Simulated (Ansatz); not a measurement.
# PbTe: band gap under strain

Aim: follow the gap of PbTe (rocksalt) through these states: +3.7 % biaxial strain in x and y, z held; +3.1 % shear in the xy plane; -5.4 % equal strain in all directions. The table at the end shows which levels were run.

Program: Ansatz 0.2.0. PAW datasets, plane waves. (Simulation; spin polarisation is off.)

## 1. The system as given

The unstrained cell was relaxed with r2SCAN; in each strained cell the atoms were relaxed again with r2SCAN. Names of k-points are those of the unstrained zone, where strain can split equivalent points. First state: +3.7 % biaxial strain in x and y, z held.

It is tetragonal, I4/mmm (No. 139); a = 4.793 Å, c = 6.536 Å in the conventional setting, 37.54 Å³ an atom. Pb has 6 Te at 3.27–3.39 Å; Te has 6 Pb at 3.27–3.39 Å.

Structure file:

```cif
data_structure
_symmetry_space_group_name_H-M 'I4/mmm'
_symmetry_Int_Tables_number 139
_cell_length_a 4.7933
_cell_length_b 4.7933
_cell_length_c 6.5357
_cell_angle_alpha 90.000
_cell_angle_beta 90.000
_cell_angle_gamma 90.000
_cell_volume 150.16
loop_
_atom_site_label
_atom_site_type_symbol
_atom_site_symmetry_multiplicity
_atom_site_Wyckoff_symbol
_atom_site_fract_x
_atom_site_fract_y
_atom_site_fract_z
_atom_site_occupancy
Pb1 Pb 2 a 0.00000 0.00000 0.00000 1
Te1 Te 2 b 0.00000 0.00000 0.50000 1
```

## 2. +3.7 % biaxial strain in x and y, z held: PBE

Input file input.yaml:

```yaml
crystal:
  lattice:
    - [0.0, 3.3894003779, 3.2678368472]
    - [3.3894003779, 0.0, 3.2678368472]
    - [3.3894003779, 3.3894003779, 0.0]
  atoms:
    - { symbol: Pb, position: [0.0, 0.0, 0.0] }
    - { symbol: Te, position: [0.5, 0.5, 0.5] }
kpoints:
  mp_grid: { grid: [8, 8, 8] }
  band_path:
    path:
      - [0.0, 0.0, 0.0]
      - [0.5, 0.0, 0.5]
      - [0.625, 0.25, 0.625]
      - [0.375, 0.375, 0.75]
      - [0.5, 0.5, 0.5]
      - [0.5, 0.25, 0.75]
      - [0.0, 0.0, 0.5]
    npoints: 1
hamiltonian:
  xc: pbe
scf:
  occupations: { method: fermi_dirac, width: 0.02 }
  n_extra_bands: 4
output:
  forces: true
  stress: true
  eigenvalues: true
```

On the command line:

```bash
$ ansatz run input.yaml --threads 4 --pin off --max-ram 3686MiB --backend cpu --events-out ev --progress --plain --runs-dir out
```

After this run come: +3.7 % biaxial strain in x and y, z held: r2SCAN; +3.7 % biaxial strain in x and y, z held: HSE06; +3.1 % shear in the xy plane: PBE; +3.1 % shear in the xy plane: r2SCAN; +3.1 % shear in the xy plane: HSE06; -5.4 % equal strain in all directions: PBE; -5.4 % equal strain in all directions: r2SCAN; -5.4 % equal strain in all directions: HSE06.

Before running it: what results should come out?

As calculated:

Least gap in eV (negative: overlap):

```
                                   state   PBE  r2SCAN  HSE06
+3.7 % biaxial strain in x and y, z held  0.87    1.16   1.29
            +3.1 % shear in the xy plane  0.65    0.92   1.03
   -5.4 % equal strain in all directions  0.38    0.65   0.70
```

What this shows: Where both were run, the HSE06 gap lies +0.32 to +0.42 eV from PBE's, each on its own k points. In PBE the gap is least under -5.4 % equal strain in all directions (0.38 eV) and largest under +3.7 % biaxial strain in x and y, z held (0.87 eV). Spin-orbit coupling is left out of the table, though the cell holds Pb (Z = 82); in an element this heavy it can shift bands and gaps by tenths of an eV.
